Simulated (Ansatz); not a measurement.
# Ir (P6_3/mmc) in Ansatz: reference runs

How does Ir come out in PBE? The cell is run as given and disturbed.

All numbers are computed with Ansatz 0.2.0; they aren't measurements. Logs are shortened: lines on timing, memory, paths and dates and some standing lists are left out, and cuts for length are marked.

## 1. The crystal as given

The structure is hexagonal, space group P6_3/mmc (No. 194). The conventional cell has a = 2.751 Å, b = 2.751 Å, c = 4.462 Å, α = 90.00°, β = 90.00°, γ = 120.00°. Ir (site symmetry -6m2) is surrounded by 12 Ir at 2.74 to 2.75 Å.

This isn't the form of Ir at room conditions, which is fcc.

## 2. Single point, PBE

File input.yaml:

```yaml
crystal:
  lattice:
    - [2.7513778946, 0.0, 0.0]
    - [-1.3756889473, 2.3827631521, 0.0]
    - [0.0, 0.0, 4.46229]
  atoms:
    - { symbol: Ir, position: [0.3333333333, 0.6666666667, 0.25] }
    - { symbol: Ir, position: [0.6666666667, 0.3333333333, 0.75] }
kpoints:
  mp_grid: { grid: [11, 11, 6] }
scf:
  occupations: { method: fermi_dirac, width: 0.05 }
hamiltonian:
  xc: pbe
  pseudopotentials: { kind: all_electron, lapw: { basis_error: 0.001 } }
output:
  forces: true
  stress: true
  eigenvalues: true
  populations: true
```

Potentials or basis: all-electron LAPW, scalar-relativistic.

Run with:

```console
ansatz run input.yaml --threads 1 --pin off --max-ram 3072MiB --backend cpu --events-out ev --progress --plain --runs-dir out
```

Log:

```text
Warning: RAYON_NUM_THREADS=1 ignored (pool sized by the plan → 1); use --threads N
Ir: projections on atomic orbitals take those of the free atom 1s2 2s2 2p6 3s2 3p6 3d10 4s2 4p6 4d10 4f14 5s2 5p6 5d7 6s2, of charge +0.00 (hamiltonian.pseudopotentials.projection_atoms)
LAPW: plane waves up to 8.524 Å⁻¹, error target 1.0e-3 eV per atom; small_component_spin mean_spin; Ir in spheres of 1.369 Å, 41 of its electrons in bands, Dirac shells [] (how accurate: hamiltonian.pseudopotentials.lapw.basis_error, Limitations)
Engine: ansatz 0.2.0, aarch64-unknown-linux-gnu
Pseudopotentials: kind: all_electron
Pseudopotential: Ir, LAPW, valence charge 41, lapw/all_electron/scalar/gaussian/Ir, Koelling and Harmon's equation, gaussian nucleus
Functional definition: PBE
  parameter kappa = 0.804
  parameter beta = 0.06672455060314922
  exchange = pbe_x(kappa = kappa, mu = beta*pi^2/3)
  correlation = pbe_c(beta = beta)
Crystal: 2 atoms, lattice volume = 29.254 Å³
Basis set: ecut = 276.8534685894879 eV, 313 PW (Γ), exchange–correlation at level 2
Bands: 50, of which v1, the nominal top of the filled ones, is band 41 counted from 1 (40 counted from 0)
Symmetry: 24 space group operations
Space group: P63/mmc (ITA 194), of the structure as read, at distance tolerance 3.1e-5 Å
k-points: 64 of 726
Non-local potential: Ir, projectors of the file, none
Initial density: superposition of atomic densities (chi_scale 0.1, normalization cell)
Initial wavefunctions: plane waves of lowest kinetic energy (no species holds an atomic orbital)
Functional: x = pbe(κ = 0.804, μ = 0.2195149727645171), c = pbe(β = 0.06672455060314922)
iter 1 solved again at ethr=4.95e-5 eV; its pass at ethr=1.00e-1 eV (dr2=4.06e-2 eV) is discarded
SCF iter   1: F=—  HF=-970051.922679 eV  |F-HF|=—  |Δ(HF+E_count)|=         —  Δρ=1.85e-2  dr2=4.08e-2  ethr=4.95e-5  ⟨swp⟩=3.1  Hψ=20580  notcnv=0
preconditioner: auto → Kerker (q_TF=auto, 3.240 Å⁻¹)  [metal: Δε(μ)=0.009 eV  Ē_g=13.757 eV  σ=0.050 eV  W_gap=0.04  n_scr=22 (ndim 8)  ℏωp=29.1 eV  f_vac=0.000  D(μ)=3.05/eV (n_scr^D=36)]
SCF iter   2: F=—  HF=-970051.797023 eV  |F-HF|=—  |Δ(HF+E_count)|=   1.26e-1  Δρ=7.79e-3  dr2=9.98e-3  ethr=4.95e-5  ⟨swp⟩=2.1  Hψ=9831  notcnv=0
SCF iter   3: F=—  HF=-970051.793291 eV  |F-HF|=—  |Δ(HF+E_count)|=   3.73e-3  Δρ=5.78e-3  dr2=5.97e-3  ethr=1.22e-5  ⟨swp⟩=2.0  Hψ=9332  notcnv=0
SCF iter   4: F=—  HF=-970051.794024 eV  |F-HF|=—  |Δ(HF+E_count)|=   7.33e-4  Δρ=3.36e-3  dr2=2.37e-3  ethr=7.28e-6  ⟨swp⟩=2.0  Hψ=9332  notcnv=0
SCF iter   5: F=—  HF=-970051.794109 eV  |F-HF|=—  |Δ(HF+E_count)|=   8.50e-5  Δρ=1.14e-3  dr2=3.52e-4  ethr=2.89e-6  ⟨swp⟩=2.0  Hψ=9332  notcnv=0
iter 6 solved again at ethr=1.06e-8 eV; its pass at ethr=4.29e-7 eV (dr2=8.70e-6 eV) is discarded
SCF iter   6: F=—  HF=-970051.794113 eV  |F-HF|=—  |Δ(HF+E_count)|=   4.19e-6  Δρ=1.83e-4  dr2=8.68e-6  ethr=1.06e-8  ⟨swp⟩=2.0  Hψ=15848  notcnv=0
SCF iter   7: F=—  HF=-970051.794112 eV  |F-HF|=—  |Δ(HF+E_count)|=   7.25e-7  Δρ=4.35e-5  dr2=4.57e-7  ethr=1.06e-8  ⟨swp⟩=2.0  Hψ=9332  notcnv=0
SCF iter   8: F=-970051.794112 eV  HF=-970051.794112 eV  |F-HF|=2.00e-8  |Δ(HF+E_count)|=  1.16e-10  Δρ=1.51e-5  dr2=7.36e-8  ethr=5.57e-10  ⟨swp⟩=2.0  Hψ=9332  notcnv=0
SCF 1 converged in 8 iterations: F = -970051.794112 eV  dr2 = 7.36e-8
SCF converged after 8 iterations
Free energy (F): -970051.794112 eV
Harris-Foulkes:  -970051.794112 eV  (|F-HF|=2.00e-8)
Internal energy: -970051.768589 eV  (E = F + TS)
E sigma→0 (E₀):  -970051.781350 eV
Entropy (-TS):   -0.025523 eV (-12.762 meV/atom)
Fermi energy:    30.832468 eV
--- Per-component energies (eV) ---
  E_band       = -5824.643329
  E_kinetic    = 1097650.046189
  E_xc         = -18949.960159
  E_electrostatic = -2048751.854618  (all electrons and nuclei)
  E_smearing   = -0.025523  (= −TS)
  E_closure    = 0.000000  (closes the sum)
  E_atoms      = -970033.486421  (free atoms, spherical and without spin; not in F)
  Σ components = -970051.794112   (vs F -970051.794112, Δ=0.00e0)
  Basis errors (estimates in eV, not in F): energy 2.1e-4 per atom: plane waves 2.0e-4 (1.0e-4 summed), levels above the bands 4.8e-132, relativity 8.0e-8, radial functions 1.2e-5, core shells 3.0e-7; eigenvalues (radial functions only) 2.3e-6; not estimated: angular momenta, meshes, grids; target (lapw.basis_error) 1.0e-3; muffin-tin radii Ir 1.369 Å
--- Forces (eV/Å), atoms counted from 1 ---
  atom   1  Ir    -0.00000000     0.00000000     0.00000000
  atom   2  Ir     0.00000000    -0.00000000     0.00000000
  max |Σ_I F_I| component: 9.25e-18 eV/Å
--- Stress (GPa, compression-positive) ---
       -1.219001      -0.000000       0.000000
        0.000000      -1.219001       0.000000
        0.000000       0.000000      -1.644884
  P = ⅓ Tr σ = -1.3610 GPa (-13.610 kbar)
--- Band table (eV; the first three rows and the last of 64) ---
  k-point 0: bands = ["-254.7063", "-254.7063", "-254.6964", "-254.6964", "-254.6964", "-254.6964", "-254.6933", "-254.6933", "-254.6933", "-254.6933", "-62.0374", "-61.9793", "-26.3793", "-26.3747", "-26.3728", "-26.3728", "-26.3680", "-26.3680", "-26.3663", "-26.3659", "-26.3646", "-26.3646", "-26.3642", "-26.3642", "-26.3580", "-26.3576", "-19.2703", "-18.6471", "-18.6471", "-18.5575", "-18.5437", "-18.5437", "19.9638", "22.9968", "27.0830", "27.1845", "27.1845", "27.8098", "27.8098", "28.5710", "28.5710", "30.0912", "31.1058", "31.1058", "37.6292", "44.5794", "46.5338", "47.5671", "51.6093", "51.6093"]
  k-point 1: bands = ["-254.7063", "-254.7063", "-254.6964", "-254.6964", "-254.6964", "-254.6964", "-254.6933", "-254.6933", "-254.6933", "-254.6933", "-62.0335", "-61.9832", "-26.3790", "-26.3751", "-26.3727", "-26.3727", "-26.3688", "-26.3688", "-26.3662", "-26.3659", "-26.3644", "-26.3644", "-26.3638", "-26.3638", "-26.3580", "-26.3577", "-19.2242", "-18.6402", "-18.6402", "-18.6070", "-18.5507", "-18.5507", "20.2653", "23.0034", "26.9475", "27.0678", "27.0678", "27.6607", "27.6607", "28.9191", "28.9191", "29.0595", "31.0888", "31.0888", "39.1209", "44.0767", "46.7945", "47.5937", "50.2242", "50.2242"]
  k-point 2: bands = ["-254.7063", "-254.7063", "-254.6964", "-254.6964", "-254.6964", "-254.6964", "-254.6933", "-254.6933", "-254.6933", "-254.6933", "-62.0229", "-61.9939", "-26.3782", "-26.3760", "-26.3724", "-26.3724", "-26.3702", "-26.3702", "-26.3661", "-26.3659", "-26.3638", "-26.3638", "-26.3633", "-26.3633", "-26.3579", "-26.3577", "-19.0972", "-18.7410", "-18.6214", "-18.6214", "-18.5697", "-18.5697", "21.0951", "22.8537", "26.6613", "26.9691", "26.9691", "27.3415", "27.3415", "27.4241", "29.6484", "29.6484", "30.9010", "30.9010", "42.1842", "43.7814", "45.5716", "48.4239", "49.5949", "49.5949"]
  k-point 63: bands = ["-254.7063", "-254.7063", "-254.6964", "-254.6964", "-254.6964", "-254.6964", "-254.6933", "-254.6933", "-254.6933", "-254.6933", "-61.9680", "-61.9680", "-26.3750", "-26.3750", "-26.3730", "-26.3730", "-26.3725", "-26.3725", "-26.3655", "-26.3655", "-26.3635", "-26.3635", "-26.3629", "-26.3629", "-26.3610", "-26.3610", "-19.1261", "-19.1261", "-18.9396", "-18.9396", "-18.6869", "-18.6869", "24.6217", "24.6217", "25.7329", "25.7329", "26.8541", "26.8541", "28.6390", "28.6390", "31.2026", "31.2026", "37.0797", "37.0797", "38.4925", "38.4925", "41.1453", "41.1453", "48.6504", "48.6504"]
--- Löwdin populations: 2 sites ---
  site symbol       q [e]
     0     Ir     76.7996
     1     Ir     76.7996
  spilling = 0.002603 (of n_electrons = 154.000000)
```

Run time: 51 s. Hardware: 1 thread of Arm Neoverse N1, shared host; peak memory 0.43 GiB.

What came out:

```
Free energy            : -970051.7941 eV
Pressure               : -1.4 GPa
Band gap on the k mesh : none (metal or under the smearing width)
```

The run has no spin-orbit coupling, so splittings on Ir are missing.

## 3. Single point, PBE (atoms moved at random, drawn with an rms of 0.05 Å)

Changes to input.yaml since step 2:

```diff
@@ -6,4 +6,4 @@
   atoms:
-    - { symbol: Ir, position: [0.3333333333, 0.6666666667, 0.25] }
-    - { symbol: Ir, position: [0.6666666667, 0.3333333333, 0.75] }
+    - { symbol: Ir, position: [0.344451, 0.661321, 0.257131] }
+    - { symbol: Ir, position: [0.649033, 0.34504, 0.746499] }
 kpoints:
```

Potentials or basis: all-electron LAPW, scalar-relativistic.

Run with:

```console
ansatz run input.yaml --threads 1 --pin off --max-ram 3072MiB --backend cpu --events-out ev --progress --plain --runs-dir out
```

Log:

```text
Warning: RAYON_NUM_THREADS=1 ignored (pool sized by the plan → 1); use --threads N
Ir: projections on atomic orbitals take those of the free atom 1s2 2s2 2p6 3s2 3p6 3d10 4s2 4p6 4d10 4f14 5s2 5p6 5d7 6s2, of charge +0.00 (hamiltonian.pseudopotentials.projection_atoms)
LAPW: plane waves up to 8.927 Å⁻¹, error target 1.0e-3 eV per atom; small_component_spin mean_spin; Ir in spheres of 1.319 Å, 41 of its electrons in bands, Dirac shells [] (how accurate: hamiltonian.pseudopotentials.lapw.basis_error, Limitations)
[... 1 set-up line as earlier in the session ...]
[... 59 lines left out ...]
  k-point 2: bands = ["-254.7053", "-254.7053", "-254.7014", "-254.7014", "-254.6890", "-254.6890", "-254.6850", "-254.6850", "-254.6840", "-254.6840", "-62.0222", "-61.9902", "-26.3801", "-26.3782", "-26.3767", "-26.3738", "-26.3641", "-26.3628", "-26.3593", "-26.3589", "-26.3585", "-26.3579", "-26.3567", "-26.3558", "-26.3514", "-26.3512", "-19.1116", "-18.7413", "-18.6354", "-18.5991", "-18.5693", "-18.5598", "21.0928", "22.8509", "26.5866", "26.9725", "26.9843", "27.2447", "27.3997", "27.5069", "29.4135", "29.8965", "30.8190", "30.9564", "42.1074", "43.8814", "45.5536", "48.3606", "49.6512", "49.7410"]
  k-point 363: bands = ["-254.7053", "-254.7053", "-254.7014", "-254.7014", "-254.6890", "-254.6890", "-254.6850", "-254.6850", "-254.6840", "-254.6840", "-61.9850", "-61.9591", "-26.3796", "-26.3788", "-26.3756", "-26.3748", "-26.3648", "-26.3628", "-26.3605", "-26.3594", "-26.3575", "-26.3571", "-26.3563", "-26.3549", "-26.3545", "-26.3537", "-19.1520", "-19.0601", "-18.9393", "-18.8060", "-18.6963", "-18.6522", "23.4000", "24.0564", "24.7960", "26.1181", "26.9767", "27.9602", "28.5208", "30.5228", "31.1389", "31.3964", "32.4600", "36.3351", "37.8635", "41.1432", "42.0190", "44.3460", "45.8773", "48.6081"]
--- Löwdin populations: 2 sites ---
  site symbol       q [e]
     0     Ir     76.8003
     1     Ir     76.8003
  spilling = 0.002594 (of n_electrons = 154.000000)
```

Run time: 4.8 min. Hardware: 1 thread of Arm Neoverse N1, shared host; peak memory 1.3 GiB.

Results:

```yaml
Free_energy: -970051.7522 eV
Pressure: -0.4 GPa
Largest_force: 0.786 eV/Å
Band_gap_on_the_k_mesh: none (metal or under the smearing width)
```

Forces on the atoms (eV/Å):
```
Ir  -0.489  0.203 -0.581
Ir   0.489 -0.203  0.581
```
